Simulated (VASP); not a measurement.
# GaSb (F-43m) in VASP: further runs, part 2 of 2

VASP 6.6.1.

### 3 Single point, PBEsol+D3(BJ)

This run uses another cell than the first one, of 27.56 Å³/atom, 1.046 times its volume.

INCAR

```
PREC = Accurate ; ENCUT = 520
EDIFF = 1E-6 ; ISMEAR = -1
SIGMA = 0.05 ; LREAL = False
LASPH = True ; NELM = 60
ALGO = Normal ; ISIF = 2
LWAVE = False ; LCHARG = False
GGA = PS ; IVDW = 12
NBANDS = 16
```

KPOINTS

```
Automatic mesh
0
Gamma
  8 8 8
```

POSCAR

```
GaSb
1.0
    0.0000000000      3.0206831140      3.0206831140
    3.0206831140      0.0000000000      3.0206831140
    3.0206831140      3.0206831140      0.0000000000
Sb Ga
1 1
Direct
    0.7500000000      0.7500000000      0.7500000000
    0.0000000000      0.0000000000      0.0000000000
```

Potentials or basis: VASP PAW PBE potentials, release 64 (Sb, Ga_d).

On the command line:

```sh
cat potpaw_PBE.64/Sb/POTCAR potpaw_PBE.64/Ga_d/POTCAR > POTCAR
mpirun -np 1 vasp_std > vasp.out
```

OUTCAR:

```text
PREC = Accurate
   ENCUT = 520
   EDIFF = 1E-6
   ISMEAR = -1
   LREAL = False
   LASPH = True
   NELM = 60
   ISIF = 2
   GGA = PS
   IVDW = 12
 IVDW          = 12

 ion  position               nearest neighbor table
   1  0.750  0.750  0.750-   2 2.62   2 2.62   2 2.62   2 2.62
   2  0.000  0.000  0.000-   1 2.62   1 2.62   1 2.62   1 2.62

  LATTYP: Found a face centered cubic cell.
 ALAT       =     6.0413662280

  Lattice vectors:

 A1 = (   0.0000000000,   3.0206831140,   3.0206831140)
 A2 = (   3.0206831140,   0.0000000000,   3.0206831140)
 A3 = (   3.0206831140,   3.0206831140,   0.0000000000)

Analysis of symmetry for initial positions (statically):
=====================================================================
 Subroutine PRICEL returns:
 Original cell was already a primitive cell.

 Routine SETGRP: Setting up the symmetry group for a
 face centered cubic supercell.

 Subroutine GETGRP returns: Found 24 space group operations
 (whereof 24 operations were pure point group operations)
 out of a pool of 48 trial point group operations.

The static configuration has the point symmetry T_d .

Analysis of symmetry for dynamics (positions and initial velocities):
=====================================================================
 Subroutine PRICEL returns:
 Original cell was already a primitive cell.

 Routine SETGRP: Setting up the symmetry group for a
 face centered cubic supercell.

 Subroutine GETGRP returns: Found 24 space group operations
 (whereof 24 operations were pure point group operations)
 out of a pool of 48 trial point group operations.

The dynamic configuration has the point symmetry T_d .

 Subroutine INISYM returns: Found 24 space group operations
 (whereof 24 operations are pure point group operations),
 and found     1 'primitive' translations

----------------------------------------------------------------------------------------
[... 110 lines left out ...]
   IALGO  =     38    algorithm
   IMIX   =      4    mixing-type and parameters
     AMIX     =   0.40;   BMIX     =  1.00
     AMIX_MAG =   1.60;   BMIX_MAG =  1.00
  volume/ion in A,a.u.               =      27.56       186.00
  Fermi-wavevector in a.u.,A,eV,Ry     =   1.127329  2.130342 17.291231  1.270870
  Thomas-Fermi vector in A             =   2.264014
   LORBIT       =      0    0 simple, 1 ext, 2 COOP (PROOUT), +10 PAW based schemes
   GGA     = PS    functional components
   LHFCALC =     F    Hartree Fock is set to
   AEXX    =    0.0000 exact exchange contribution
   IVDW    =    12    specifies the selected vdW correction
   LEPSILON=     F    determine dielectric tensor
   LRPA    =     F    only Hartree local field effects (RPA)
 non-spin polarized calculation
  energy-cutoff  :      520.00
  volume of cell :       55.12
 maximum number of plane-waves:      1524
   NGX = 15   NGY = 15   NGZ = 15

 number of electron      17.9999991 magnetization

 Free energy of the ion-electron system (eV)
  ---------------------------------------------------
  ext. energy  EPLUGINS =         0.00000000
  ---------------------------------------------------
  free energy    TOTEN  =        -8.13564164 eV

  energy without entropy =       -8.13543639  energy(sigma->0) =       -8.13553901

 E-fermi :   5.2828     XC(G=0):  -9.4312

 val. band max:        5.1262587734   @ k =   0.0000   0.0000   0.0000
 cond. band min:       5.3887063479   @ k =   0.0000   0.0000   0.0000
 fundamental gap:      0.2624475746
 Fermi energy:         5.2828324960

 k-point     1 :       0.0000    0.0000    0.0000
  band No.  band energies     occupation
      1      -9.9534      2.00000
      2      -9.9534      2.00000
      3      -9.9534      2.00000
      4      -9.8969      2.00000
      5      -9.8969      2.00000
      6      -6.6479      2.00000
[... 433 lines left out ...]
      3      -9.9340      2.00000
      4      -9.9007      2.00000
      5      -9.8969      2.00000
      6      -4.5417      2.00000
[... 8 lines left out ...]
     15      14.7504      0.00000
     16      15.4007      0.00000

 [... further k-points ...]

------------------------ aborting loop because EDIFF is reached ----------------------------------------

 Edisp (eV)   -0.67221

 E8    (eV) :    -0.4639

  FORCE on cell =-STRESS in cart. coord.  units (eV):
  Direction    XX          YY          ZZ          XY          YZ          ZX
  --------------------------------------------------------------------------------------
  -------------------------------------------------------------------------------------
  Total       0.03433     0.03433     0.03433     0.00000     0.00000     0.00000
  in kB       0.99786     0.99786     0.99786     0.00000     0.00000     0.00000
  external pressure =        1.00 kB  Pullay stress =        0.00 kB

 VOLUME and BASIS-vectors are now :
 -----------------------------------------------------------------------------
  energy-cutoff  :      520.00
  volume of cell :       55.12
      direct lattice vectors                 reciprocal lattice vectors
     0.000000000  3.020683114  3.020683114    -0.165525473  0.165525473  0.165525473
     3.020683114  0.000000000  3.020683114     0.165525473 -0.165525473  0.165525473
     3.020683114  3.020683114  0.000000000     0.165525473  0.165525473 -0.165525473

 POSITION                                       TOTAL-FORCE (eV/Angst)
 -----------------------------------------------------------------------------------
      4.53102      4.53102      4.53102        -0.000000     -0.000000      0.000000
      0.00000      0.00000      0.00000         0.000000      0.000000     -0.000000
 -----------------------------------------------------------------------------------
    total drift:                               -0.000000     -0.000000     -0.000001

  FREE ENERGIE OF THE ION-ELECTRON SYSTEM (eV)
  ---------------------------------------------------
  free  energy   TOTEN  =        -8.8078543836 eV

  energy  without entropy=       -8.8076491310  energy(sigma->0) =       -8.80775176
```

OSZICAR:

```text
N       E                     dE             d eps       ncg     rms          rms(c)
DAV:   1     0.837576536168E+02    0.83758E+02   -0.87512E+03   944   0.139E+03
DAV:   2    -0.181793933507E+01   -0.85576E+02   -0.82146E+02  1112   0.302E+02
DAV:   3    -0.813045464918E+01   -0.63125E+01   -0.62945E+01  1064   0.648E+01
DAV:   4    -0.824223442470E+01   -0.11178E+00   -0.11176E+00  1224   0.981E+00
DAV:   5    -0.824478457606E+01   -0.25502E-02   -0.25501E-02  1128   0.130E+00    0.329E+00
DAV:   6    -0.816416691352E+01    0.80618E-01   -0.85689E-02  1304   0.509E+00    0.193E+00
DAV:   7    -0.813526236767E+01    0.28905E-01   -0.47353E-02  1112   0.196E+00    0.377E-01
DAV:   8    -0.813536618078E+01   -0.10381E-03   -0.50772E-03  1256   0.852E-01    0.115E-01
DAV:   9    -0.813564377233E+01   -0.27759E-03   -0.46513E-04  1048   0.165E-01    0.423E-02
DAV:  10    -0.813563283904E+01    0.10933E-04   -0.20131E-05  1224   0.383E-02    0.125E-02
DAV:  11    -0.813564160697E+01   -0.87679E-05   -0.12201E-05  1080   0.242E-02    0.468E-03
DAV:  12    -0.813564163989E+01   -0.32919E-07   -0.41282E-07   968   0.637E-03
   1 F= -.88078544E+01 E0= -.88077518E+01  d E =-.205253E-03
```

Run time: 30 s. Hardware: 1 thread of AMD EPYC 7R13, shared host; peak memory 0.17 GiB.

What came out:

```yaml
Free_energy: -8.8079 eV
Pressure: 0.1 GPa
Band_gap_on_the_k_mesh: 0.26 eV, direct
Dispersion_energy_per_atom: -0.336 eV
```

Caveat: the PAW data sets were made with another functional, which shifts forces and pressure a little; spin-orbit coupling is left out, which moves the levels of the heavy elements.

### 4 Single point, PBE

This run uses another cell than the first one, of 28.62 Å³/atom, 1.086 times its volume.

INCAR

```
ALGO     = Normal         # electronic algorithm
EDIFF    = 1E-6           # SCF threshold, eV
ENCUT    = 520            # plane-wave cutoff, eV
GGA      = PE             # functional
ISIF     = 2              # what is computed and relaxed
ISMEAR   = 0              # smearing method
LASPH    = T              # aspherical terms in the spheres
LCHARG   = F              # write CHGCAR
LREAL    = F              # projectors in reciprocal space
LWAVE    = F              # write WAVECAR
NBANDS   = 16             # bands
NELM     = 100            # most SCF steps
PREC     = Accurate       # precision mode
SIGMA    = 0.019000000000000003 # smearing width, eV
```

KPOINTS

```
k-points
0
Gamma
  8 8 8
```

POSCAR

```
GaSb
1.0
    0.0000000000      3.0590000000      3.0590000000
    3.0590000000      0.0000000000      3.0590000000
    3.0590000000      3.0590000000      0.0000000000
Sb Ga
1 1
Direct
    0.7500000000      0.7500000000      0.7500000000
    0.0000000000      0.0000000000      0.0000000000
```

Potentials or basis: VASP PAW PBE potentials, release 64 (Sb, Ga_d).

On the command line:

```sh
cat potpaw_PBE.64/Sb/POTCAR potpaw_PBE.64/Ga_d/POTCAR > POTCAR
mpirun -np 1 vasp_std > vasp.out
```

OUTCAR:

```text
EDIFF = 1E-6
   ENCUT = 520
   GGA = PE
   ISIF = 2
   ISMEAR = 0
   LASPH = T
   LREAL = F
   NELM = 100
   PREC = Accurate

 ion  position               nearest neighbor table
   1  0.750  0.750  0.750-   2 2.65   2 2.65   2 2.65   2 2.65
   2  0.000  0.000  0.000-   1 2.65   1 2.65   1 2.65   1 2.65

  LATTYP: Found a face centered cubic cell.
 ALAT       =     6.1180000000

  Lattice vectors:

 A1 = (   0.0000000000,   3.0590000000,   3.0590000000)
 A2 = (   3.0590000000,   0.0000000000,   3.0590000000)
 A3 = (   3.0590000000,   3.0590000000,   0.0000000000)
[... 624 lines left out ...]
      4     -10.1190      2.00000
      5     -10.1158      2.00000
      6      -4.6265      2.00000
[... 8 lines left out ...]
     15      14.5291      0.00000
     16      15.0416      0.00000

 [... further k-points ...]
[... 5 lines left out ...]
  --------------------------------------------------------------------------------------
  -------------------------------------------------------------------------------------
  Total        0.8455872      0.8455872      0.8455872      0.0000000     -0.0000000      0.0000000
  in kB       23.6646747     23.6646747     23.6646747      0.0000000     -0.0000000      0.0000000
  external PRESSURE =      23.6646747 kB  Pullay stress =       0.0000000 kB

 VOLUME and BASIS-vectors are now :
 -----------------------------------------------------------------------------
  energy-cutoff  :      520.00
  volume of cell :       57.25
      direct lattice vectors                 reciprocal lattice vectors
     0.000000000  3.059000000  3.059000000    -0.163452109  0.163452109  0.163452109
     3.059000000  0.000000000  3.059000000     0.163452109 -0.163452109  0.163452109
     3.059000000  3.059000000  0.000000000     0.163452109  0.163452109 -0.163452109

 POSITION                                       TOTAL-FORCE (eV/Angst)
 -----------------------------------------------------------------------------------
      4.58850      4.58850      4.58850        -0.000000     -0.000000     -0.000000
      0.00000      0.00000      0.00000         0.000000      0.000000      0.000000
 -----------------------------------------------------------------------------------
    total drift:                               -0.000002     -0.000002     -0.000002

  FREE ENERGIE OF THE ION-ELECTRON SYSTEM (eV)
  ---------------------------------------------------
  free  energy   TOTEN  =        -7.3458248417 eV

  energy  without entropy=       -7.3457960329  energy(sigma->0) =       -7.34581044
```

stdout:

```text
POSCAR found type information on POSCAR SbGa
 POSCAR found :  2 types and       2 ions
 scaLAPACK will be used
 LDA part: xc-table for (Slater+PW92), standard interpolation
 POSCAR, INCAR and KPOINTS ok, starting setup
 FFT: planning ... GRIDC
 FFT: planning ... GRID_SOFT
 FFT: planning ... GRID
 WAVECAR not read
 entering main loop
```

It took 30 s on 1 thread of AMD EPYC 7R13, shared host; peak memory 0.16 GiB.

Results:

```
Free energy            : -7.3458 eV
Pressure               : 2.4 GPa
Band gap on the k mesh : 0.04 eV, direct
```

Levels at points of the mesh, in eV from the valence-band top:
```
           k point  band 5  band 6  band 7  band 8  band 9  band 10  band 11  band 12  band 13  band 14
(0.00, 0.00, 0.00)  -14.99  -11.48    0.00    0.00    0.00     0.04     2.78     2.78     2.78     5.81
(0.50, 0.00, 0.00)  -14.99   -9.85   -6.37   -1.15   -1.15     0.40     3.75     3.75     6.47     9.36
(0.50, 0.50, 0.00)  -14.98   -9.02   -6.81   -2.57   -2.57     0.90     1.25     8.68     8.68    10.06
```

Caveat: spin-orbit coupling is left out, which moves the levels of the heavy elements.

### 5 Overview

```tsv
level	cell	smearing	gap on the mesh (eV)	pressure (GPa)
PBEsol	a = 4.208 Å, angles 60.0°, 2 atoms	fermi-dirac 0.05 eV	0.53	5.1
PBEsol+D3(BJ)	a = 4.272 Å, angles 60.0°, 2 atoms	fermi-dirac 0.05 eV	0.26	0.1
PBE	a = 4.326 Å, angles 60.0°, 2 atoms	gaussian 0.019 eV	0.04	2.4
```

Alike in all rows: task single point; potentials or basis VASP PAW PBE potentials, release 64 (Sb, Ga_d); no spin polarisation; k mesh 8 × 8 × 8; cutoff (eV) 520.

Caveats: spin-orbit coupling is left out, which moves the levels of the heavy elements; the PAW data sets were made with another functional, which shifts forces and pressure a little (some runs).

Absolute energies hang on the potentials; compare differences alone.

### 6 How close it comes

Step 3. A measured gap of GaSb is 0.811 eV (direct; 4.2 K; a printed reference work, data compilation); the calculated 0.26 eV misses it by -0.55 eV. Spin-orbit coupling on Ga, Sb is left out. The value is that of PBEsol+D3(BJ) on a finite k mesh, which can miss the band edges, without temperature or zero-point motion. Semilocal functionals fall short of measured gaps as a rule.

Step 4. Measured gap of GaSb: 0.811 eV (direct; 4.2 K; a printed reference work, data compilation). This calculation gives 0.04 eV (-0.78 eV). Spin-orbit coupling on Ga, Sb is left out. The value is that of PBE on a finite k mesh, which can miss the band edges, without temperature or zero-point motion. Semilocal functionals fall short of measured gaps as a rule.
